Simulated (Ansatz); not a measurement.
# ZnCu: energy and pressure over a range of volumes

How stiff is ZnCu, and at what volume does the pressure vanish? The cell is scaled evenly, atoms carried along, and solved with LAPW, PAW and all-electron datasets made for the crystal.

Method: DFT PBE, scalar-relativistic, in Ansatz 0.2.0.

**1. Starting point**

The structure is cubic, space group Pm-3m (No. 221). Conventional cell: a = 2.945 Å, b = 2.945 Å, c = 2.945 Å, α = 90.00°, β = 90.00°, γ = 90.00°. Zn (site symmetry m-3m) has 8 Cu at 2.55 Å as nearest neighbours. Cu (site symmetry m-3m) is surrounded by 8 Zn at 2.55 Å.

Structure file:

```
Zn Cu
1.0
     2.94500    0.00000    0.00000
     0.00000    2.94500    0.00000
     0.00000    0.00000    2.94500
Zn Cu
1 1
Direct
  0.50000 0.50000 0.50000
  0.00000 0.00000 0.00000
```

The structure is an experimental refinement, used without relaxation.

Atoms are numbered in the order of the input: Zn1, Cu2.

**2. Volume × 0.9405, LAPW**

input.yaml

```yaml
crystal:
  lattice:
    - [2.8853925032, 0.0, 0.0]
    - [0.0, 2.8853925032, 0.0]
    - [0.0, 0.0, 2.8853925032]
  atoms:
    - { symbol: Zn, position: [0.5, 0.5, 0.5] }
    - { symbol: Cu, position: [0.0, 0.0, 0.0] }
kpoints:
  mp_grid: { grid: [14, 14, 14] }
scf:
  occupations: { method: fermi_dirac, width: 0.05 }
hamiltonian:
  xc: pbe
  pseudopotentials: { kind: all_electron, lapw: { basis_error: 0.0005 } }
output:
  forces: true
  stress: true
  eigenvalues: true
```

On the command line:

```bash
$ ansatz run input.yaml --threads 1 --pin off --max-ram 2048MiB --backend cpu --events-out ev --progress --plain --runs-dir out
```

**3. Volume × 0.9405, PAW**

Changes to input.yaml since step 2:

```diff
@@ -14,3 +14,3 @@
   xc: pbe
-  pseudopotentials: { kind: all_electron, lapw: { basis_error: 0.0005 } }
+  pseudopotentials: { kind: paw }
 output:
@@ -19 +19,2 @@
   eigenvalues: true
+  efg: { contact_densities: true }
```

**4. Volume × 0.9405, crystal datasets**

Changes to input.yaml since step 3:

```diff
@@ -14,3 +14,3 @@
   xc: pbe
-  pseudopotentials: { kind: paw }
+  pseudopotentials: { kind: all_electron, datasets: crystal }
 output:
```

**5. Volume × 0.98, LAPW**

input.yaml

```yaml
crystal:
  lattice:
    - [2.9252343038, 0.0, 0.0]
    - [0.0, 2.9252343038, 0.0]
    - [0.0, 0.0, 2.9252343038]
  atoms:
    - { symbol: Zn, position: [0.5, 0.5, 0.5] }
    - { symbol: Cu, position: [0.0, 0.0, 0.0] }
kpoints:
  mp_grid: { grid: [14, 14, 14] }
scf:
  occupations: { method: fermi_dirac, width: 0.05 }
hamiltonian:
  xc: pbe
  pseudopotentials: { kind: all_electron, lapw: { basis_error: 0.0005 } }
output:
  forces: true
  stress: true
  eigenvalues: true
```

**6. Volume × 0.98, PAW**

Changes to input.yaml since step 5:

```diff
@@ -14,3 +14,3 @@
   xc: pbe
-  pseudopotentials: { kind: all_electron, lapw: { basis_error: 0.0005 } }
+  pseudopotentials: { kind: paw }
 output:
@@ -19 +19,2 @@
   eigenvalues: true
+  efg: { contact_densities: true }
```

**7. Volume × 1.02, LAPW**

input.yaml

```yaml
crystal:
  lattice:
    - [2.9645038796, 0.0, 0.0]
    - [0.0, 2.9645038796, 0.0]
    - [0.0, 0.0, 2.9645038796]
  atoms:
    - { symbol: Zn, position: [0.5, 0.5, 0.5] }
    - { symbol: Cu, position: [0.0, 0.0, 0.0] }
kpoints:
  mp_grid: { grid: [14, 14, 14] }
scf:
  occupations: { method: fermi_dirac, width: 0.05 }
hamiltonian:
  xc: pbe
  pseudopotentials: { kind: all_electron, lapw: { basis_error: 0.0005 } }
output:
  forces: true
  stress: true
  eigenvalues: true
```

**8. Volume × 1.02, PAW**

Changes to input.yaml since step 7:

```diff
@@ -14,3 +14,3 @@
   xc: pbe
-  pseudopotentials: { kind: all_electron, lapw: { basis_error: 0.0005 } }
+  pseudopotentials: { kind: paw }
 output:
@@ -19 +19,2 @@
   eigenvalues: true
+  efg: { contact_densities: true }
```

**9. Volume × 1.06, LAPW**

input.yaml

```yaml
crystal:
  lattice:
    - [3.002759762, 0.0, 0.0]
    - [0.0, 3.002759762, 0.0]
    - [0.0, 0.0, 3.002759762]
  atoms:
    - { symbol: Zn, position: [0.5, 0.5, 0.5] }
    - { symbol: Cu, position: [0.0, 0.0, 0.0] }
kpoints:
  mp_grid: { grid: [14, 14, 14] }
scf:
  occupations: { method: fermi_dirac, width: 0.05 }
hamiltonian:
  xc: pbe
  pseudopotentials: { kind: all_electron, lapw: { basis_error: 0.0005 } }
output:
  forces: true
  stress: true
  eigenvalues: true
```

**10. Volume × 1.06, PAW**

Changes to input.yaml since step 9:

```diff
@@ -14,3 +14,3 @@
   xc: pbe
-  pseudopotentials: { kind: all_electron, lapw: { basis_error: 0.0005 } }
+  pseudopotentials: { kind: paw }
 output:
@@ -19 +19,2 @@
   eigenvalues: true
+  efg: { contact_densities: true }
```

**11. Volume × 1.06, crystal datasets**

Changes to input.yaml since step 10:

```diff
@@ -14,3 +14,3 @@
   xc: pbe
-  pseudopotentials: { kind: paw }
+  pseudopotentials: { kind: all_electron, datasets: crystal }
 output:
```

(Steps that only read results are left out.)

**Question.** What will these runs give? Wanted: equilibrium volume; bulk modulus (for each run or level that gives them).

**Answer**, as computed:

```
                      quantity           value
     equilibrium volume (LAPW)  13.010 Å³/atom
           bulk modulus (LAPW)         115 GPa
its pressure derivative (LAPW)             5.0
      equilibrium volume (PAW)  13.012 Å³/atom
            bulk modulus (PAW)         115 GPa
 its pressure derivative (PAW)             5.0
```

**Reading.** A third-order Birch-Murnaghan fit to the LAPW pressures puts zero pressure at 13.01 Å³/atom, +1.9 % from the given cell, with a bulk modulus of 115 GPa. PAW's volume lies +0.02 % and its modulus less than 0.1 % from LAPW's. No thermal or zero-point expansion is included.
